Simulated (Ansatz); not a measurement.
# Ag in Ansatz: the effect of target pressure

The system is Ag.

```
Ag
1.0
    -1.65565    1.65565    1.65565
     1.65565   -1.65565    1.65565
     1.65565    1.65565   -1.65565
Ag
1
Direct
  0.00000 0.00000 0.00000
```

This isn't the form of Ag at room conditions, which is fcc.

Alike in all runs:

| Property | Result |
| --- | --- |
| Program | Ansatz 0.2.0 |
| Task | relaxation of cell and atoms |
| Functional | PBEsol |
| Potentials or basis | Ansatz PAW |
| Cutoff | 420 eV (not typed: the program's choice for these potentials) |
| k mesh | 11 × 11 × 11 |
| Occupations | fermi-dirac, width 0.05 eV |
| Spin | no spin polarisation |

Each run relaxes the cell or the atoms first.

```tsv
target pressure	relaxed volume (Å³/atom)
0 GPa	16.79
2 GPa	?
5 GPa	16.15
10 GPa	15.64
20 GPa	14.84
30 GPa	14.25
```

Question: What does the run with target pressure 2 GPa give?

Answer: Relaxed volume 16.52 Å³/atom.

Worked out: In Murnaghan's law V^(-B') rises as a straight line in P. The other rows fit best with B' = 5.2, V0 = 16.79 Å³/atom and B0 = 116 GPa, which gives 16.52 Å³/atom at 2 GPa, against the run's 16.52.

Caveats: the plane-wave basis is chosen anew once the cell has moved, so the energies of steps on either side of that aren't comparable; the PAW data sets come from PBE, with cores solved anew for the run's functional, which leaves a small shift of forces and pressure; the volume moved by over 15 % at a fixed basis, so the end points are rough (some runs).
